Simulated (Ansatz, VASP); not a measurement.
# Two plane-wave programs on RbBr

```
Rb Br
1.0
     0.00000    3.37221    3.54082
     3.37221    0.00000    3.54082
     3.37221    3.37221    0.00000
Rb Br
1 1
Direct
  0.00000 0.00000 0.00000
  0.50000 0.50000 0.50000
```

Alike in both runs: task single point; functional PBE; k mesh 6 × 6 × 6; occupations gaussian, width 0.05 eV; no spin polarisation.

|  | VASP | Ansatz |
| --- | --- | --- |
| version | VASP 6.6.1 | Ansatz 0.2.0 |
| potentials or method | VASP PAW PBE potentials, release 64 (Rb_sv, Br) | scalar-relativistic, plane waves, PAW |
| plane-wave cutoff (eV) | 520 | 420 |
| valence electrons in the cell | 16 | 16 |

```csv
,VASP,Ansatz,Ansatz less VASP
gap on the k mesh at the Fermi level (eV),4.34,4.34,+0.003
least direct gap on the mesh (eV),4.34,4.34,+0.003
pressure (GPa),1.1,1.1,-0.03
largest component of the traceless stress (GPa),1.01,1.00,-0.012
```

With one functional, cell and mesh, what is left measures potentials, basis and numerics.

PBE gaps usually lie below the measured ones, often by a third to a half.
